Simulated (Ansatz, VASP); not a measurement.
## One calculation of KMgF3, two programs

The input INCAR:

```
ALGO = Normal
EDIFF = 1E-7
ENCUT = 520
GGA = PE
ISIF = 2
ISMEAR = -1
LASPH = True
LCHARG = False
LREAL = False
LWAVE = False
NBANDS = 24
NELM = 60
PREC = Accurate
SIGMA = 0.05
```

The input KPOINTS:

```
k-points
0
Gamma
  7 7 7
```

The input POSCAR:

```
KMgF3
1.0
    4.0383520677      0.0000000000      0.0000000000
    0.0000000000      4.0383520677      0.0000000000
    0.0000000000      0.0000000000      4.0383520677
K Mg F
1 1 3
Direct
    0.5000000000      0.5000000000      0.5000000000
    0.0000000000      0.0000000000      0.0000000000
    0.0000000000      0.0000000000      0.5000000000
    0.0000000000      0.5000000000      0.0000000000
    0.5000000000      0.0000000000      0.0000000000
```

Contents of input.yaml:

```yaml
crystal:
  lattice:
    - [4.0383520677, 0.0, 0.0]
    - [0.0, 4.0383520677, 0.0]
    - [0.0, 0.0, 4.0383520677]
  atoms:
    - { symbol: K, position: [0.5, 0.5, 0.5] }
    - { symbol: Mg, position: [0.0, 0.0, 0.0] }
    - { symbol: F, position: [0.0, 0.0, 0.5] }
    - { symbol: F, position: [0.0, 0.5, 0.0] }
    - { symbol: F, position: [0.5, 0.0, 0.0] }
hamiltonian:
  xc: pbe
  pseudopotentials: { kind: paw }
kpoints:
  mp_grid: { grid: [7, 7, 7] }
scf:
  occupations: { method: fermi_dirac, width: 0.05 }
output:
  forces: true
  stress: true
  eigenvalues: true
```

Change from the starting cell: volume scaled by 1.04.

Alike in both runs: task single point; functional PBE; k mesh 7 × 7 × 7; occupations fermi-dirac, width 0.05 eV; no spin polarisation.

|  | VASP | Ansatz |
| --- | --- | --- |
| version | VASP 6.6.1 | Ansatz 0.2.0 |
| potentials or method | VASP PAW PBE potentials, release 64 (K_sv, Mg, F) | Ansatz PAW |
| plane-wave cutoff (eV) | 520 | 420 |
| valence electrons in the cell | 32 | 40 |

```csv
,VASP,Ansatz,Ansatz less VASP
gap on the k mesh at the Fermi level (eV),7.04,7.08,+0.031
least direct gap on the mesh (eV),7.34,7.36,+0.029
pressure (GPa),0.4,0.8,+0.41
```

The two sets of potentials don't hold the same shells in valence.

Caveats: an odd mesh through Γ misses points on the zone boundary, where band edges often lie (VASP); odd divisions of the mesh miss points on the zone boundary, where band edges often lie, so the gap on the mesh can be too wide (Ansatz); the pressure holds a Pulay correction of +0.5 GPa for the finite cutoff (Ansatz).
